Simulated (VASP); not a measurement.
**HgTe: single point with PBE**

Crystal: HgTe.

```
Hg Te
1.0
    -3.14985    3.14985    1.51922
     3.14985   -3.14985    1.51922
     3.14985    3.14985   -1.51922
Hg Te
1 1
Direct
  0.25000 0.75000 0.50000
  0.00000 0.00000 0.00000
```

Measurements of this composition are mostly on another form, of space group No. 216.

The cell isn't the ideal one: strained and moved within the space group.

| Property | Result |
| --- | --- |
| Program | VASP 6.6.1 |
| Task | single point |
| Functional | PBE |
| Potentials or basis | VASP PAW PBE potentials, release 64 (Hg, Te) |
| Cutoff | 520 eV |
| k mesh | 16 × 16 × 16 |
| Occupations | gaussian, width 0.1 eV |
| Spin | no spin polarisation |
| Dipole correction | no |
| Further INCAR settings | ALGO = Normal; EDIFF = 1e-07; NBANDS = 16 |

```
Pressure               : -1.0 GPa
Band gap on the k mesh : none (metal or under the smearing width)
```

Stress tensor (GPa, compression positive):
```
-1.38  0.00  0.00
 0.00 -1.38  0.00
 0.00  0.00 -0.10
```

Levels at points of the mesh, in eV from the Fermi level:
```csv
k point,band 5,band 6,band 7,band 8,band 9,band 10,band 11,band 12,band 13,band 14
"(0.00, 0.00, 0.00)",-6.00,-6.00,-3.74,-2.53,-2.53,3.98,4.49,6.30,6.30,9.27
"(0.50, 0.00, 0.00)",-6.27,-6.00,-4.68,-1.67,-0.84,0.09,2.96,3.93,5.81,7.74
"(0.50, 0.50, 0.00)",-5.99,-5.97,-5.93,-1.22,0.86,1.77,2.87,3.82,9.12,10.01
"(0.50, 0.50, 0.50)",-5.98,-5.98,-4.35,-4.14,-4.14,3.74,7.17,7.17,8.11,11.18
```

Run time: 2.6 min on 1 thread of Intel(R) Xeon(R) Platinum 8559C (Emerald Rapids), with other jobs on the host, peak memory 0.47 GiB.

Spin-orbit coupling is left out, which matters for the levels of Hg, Te.
